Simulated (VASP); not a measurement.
A run of VASP 6.6.1 is set up as follows.

File INCAR:

```
SYSTEM = Si
ALGO = Normal
EDIFF = 1E-7
EDIFFG = -0.002
ENCUT = 520
GGA = PE
IBRION = 2
ISIF = 3
ISMEAR = 0
LASPH = .True.
LCHARG = .False.
LREAL = .False.
LWAVE = .False.
NELM = 60
NSW = 80
PREC = Accurate
SIGMA = 0.02
```

Contents of KPOINTS:

```
k-points
0
Gamma
  6 6 6
  0 0 0
```

POSCAR

```
Si
1.0
    0.0000000000      2.7135600000      2.7135600000
    2.7135600000      0.0000000000      2.7135600000
    2.7135600000      2.7135600000      0.0000000000
Si
2
Direct
    0.7500000000      0.7500000000      0.7500000000
    0.5000000000      0.5000000000      0.5000000000
```

Potentials or basis: VASP PAW PBE potentials, release 64 (Si).

Launch:

```bash
$ cat potpaw_PBE.64/Si/POTCAR > POTCAR
$ mpirun -np 1 vasp_std > vasp.out
```

(1) Estimate the relaxed cell.

(2) What does it give for the relaxed volume?

(3) Estimate the space group after relaxing (to 0.05 Å).

(4) Estimate the band gap on the k mesh.

Results:

(1) a = 3.868 Å, b = 3.868 Å, c = 3.868 Å, α = 60.00°, β = 60.00°, γ = 60.00°.

(2) 20.46 Å³/atom.

(3) Fd-3m (No. 227).

(4) 0.75 eV, indirect (least direct gap 2.55 eV).
